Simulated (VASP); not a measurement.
Here is a VASP 6.6.1 calculation.

The input INCAR:

```
  PREC = Accurate
  ENCUT = 520
  EDIFF = 1E-6
  ISMEAR = 0
  SIGMA = 0.03
  LREAL = False
  LASPH = True
  NELM = 80
  ALGO = Normal
  ISIF = 2
  LWAVE = False
  LCHARG = False
  LDIPOL = True
  IDIPOL = 3
  DIPOL = 0.5 0.5 0.500
  GGA = PE
  IVDW = 12
  IBRION = 2
  NSW = 80
  EDIFFG = -0.02
  KPAR = 4
```

KPOINTS

```
regular mesh
0
Gamma
  9 9 1
```

Contents of POSCAR:

```
WSe2
1.0
    3.2813518300      0.0000000000      0.0000000000
   -1.6406760800      2.8417341400      0.0000000000
    0.0000000000      0.0000000000     31.1637933300
Se W
6 3
Direct
    0.6666670000      0.3333340000      0.2406639000
    0.6666670000      0.3333340000      0.3488675200
    0.3333330000      0.6666660000      0.4458981900
    0.3333330000      0.6666660000      0.5541018100
    0.6666670000      0.3333340000      0.6511324800
    0.6666670000      0.3333340000      0.7593361000
    0.3333330000      0.6666660000      0.2947657100
    0.6666670000      0.3333340000      0.5000000000
    0.3333330000      0.6666660000      0.7052342900
```

Potentials or basis: VASP PAW PBE potentials, release 64 (Se, W_sv).

Command:

```console
$ cat potpaw_PBE.64/Se/POTCAR potpaw_PBE.64/W_sv/POTCAR > POTCAR
$ mpirun -np 4 vasp_std > vasp.out
```

**Question.** What does it give for the dispersion energy per atom?

**Answer.** -0.428 eV.

**Question.** Predict the band gap on the k mesh.

**Answer.** 1.18 eV, indirect (least direct gap 1.60 eV).

**Question.** Predict the energy gained by relaxing.

**Answer.** 0.0 meV/atom.

Forces in eV/Å, atoms in the order of the input:
```
Se   0.000  0.000 -0.001
Se   0.000  0.000  0.008
Se   0.000  0.000  0.000
Se   0.000  0.000  0.000
Se   0.000  0.000 -0.008
Se   0.000  0.000  0.001
W    0.000  0.000 -0.013
W    0.000  0.000  0.000
W    0.000  0.000  0.013
```

Caveat: spin-orbit coupling is left out, which moves the levels of the heavy elements. Expect the measured gap to be larger: semilocal functionals such as PBE lack the derivative discontinuity.
